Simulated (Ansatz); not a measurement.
Wires are cut from relaxed bulk GaSb (F-43m, 29.99 Å³/atom, gap on the mesh 0.00 eV); atoms and period are relaxed, and energies count from that bulk. Caps count from half an H2 molecule.

Method: DFT PBE, scalar-relativistic, plane waves, PAW (Ansatz 0.2.0).

Cutoff 420 eV, Gaussian smearing of 0.05 eV, energies at zero smearing, symmetry of each start kept, no spin polarisation.

```tsv
start	atoms	k mesh	excess energy (eV per host atom)	line energy (eV/Å)	period (Å)	gap on the mesh (eV)	highest filled level or Fermi level under vacuum (eV)
[110] wire, 4 host atoms a period with H caps	10	1×1×12	0.598	0.534	4.481	1.97	5.29
[110] wire, 6 host atoms a period with H caps	14	1×1×12	0.548	0.733	4.485	1.77	5.48
[110] wire, 10 host atoms a period with H caps	20	1×1×12	0.428	0.959	4.464	1.46	5.06
```

Spin-orbit coupling is left out, which matters for the bands of heavy elements.

Each run keeps its start's symmetry and one magnetic start, so lower states can exist.

Cost: 3 runs of about 27 core-minutes in all, on Intel Xeon 6975P-C (Granite Rapids) (shared hosts).